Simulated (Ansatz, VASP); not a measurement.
## Al: VASP beside Ansatz

INCAR

```
PREC = Accurate
ENCUT = 520
EDIFF = 1E-6
ISMEAR = 0
SIGMA = 0.15
LREAL = False
LASPH = True
NELM = 100
ALGO = Fast
ISIF = 2
LWAVE = False
LCHARG = False
GGA = PE
IVDW = 12
NBANDS = 10
```

The input KPOINTS:

```
regular mesh
0
Gamma
  18 18 10
```

File POSCAR:

```
Al
1.0
    2.7843307980      0.0000000000      0.0000000000
   -1.3921653990      2.4600143592      0.0000000000
    0.0000000000      0.0000000000      4.8668500000
Al
2
Direct
    0.6666666667      0.3333333333      0.7500000000
    0.3333333333      0.6666666667      0.2500000000
```

Input for Ansatz:

```yaml
crystal:
  lattice:
    - [2.784330798, 0.0, 0.0]
    - [-1.392165399, 2.4600143592, 0.0]
    - [0.0, 0.0, 4.86685]
  atoms:
    - { symbol: Al, position: [0.6666666667, 0.3333333333, 0.75] }
    - { symbol: Al, position: [0.3333333333, 0.6666666667, 0.25] }
basis:
  ecutwfc: 420
kpoints:
  mp_grid: { grid: [18, 18, 10] }
hamiltonian:
  xc: pbe
  dispersion: d3bj
scf:
  occupations: { method: gaussian, width: 0.15 }
output:
  forces: true
  stress: true
  eigenvalues: true
```

Change from the starting cell: strain -0.0100 x Voigt [1, -1, 0, 0, 0, 0], atoms carried along.

Alike in both runs: task single point; functional PBE; dispersion D3(BJ); k mesh 18 × 18 × 10; occupations gaussian, width 0.15 eV; no spin polarisation.

|  | VASP | Ansatz |
| --- | --- | --- |
| version | VASP 6.6.1 | Ansatz 0.2.0 |
| potentials or method | VASP PAW PBE potentials, release 64 (Al) | scalar-relativistic, plane waves, PAW |
| plane-wave cutoff (eV) | 520 | 420 |
| valence electrons in the cell | 6 | 6 |

Ansatz gave:

* gap on the k mesh at the Fermi level (eV): none
* pressure (GPa): -3.2
* largest component of the traceless stress (GPa): 1.49

Q: Estimate VASP's values.

A: gap on the k mesh at the Fermi level (eV): none; pressure (GPa): -3.2; largest component of the traceless stress (GPa): 1.48.

A gap of «none» marks a metal or a gap that the smearing closes.

Caveats: pairwise dispersion overbinds metals, which lowers pressure and volume.
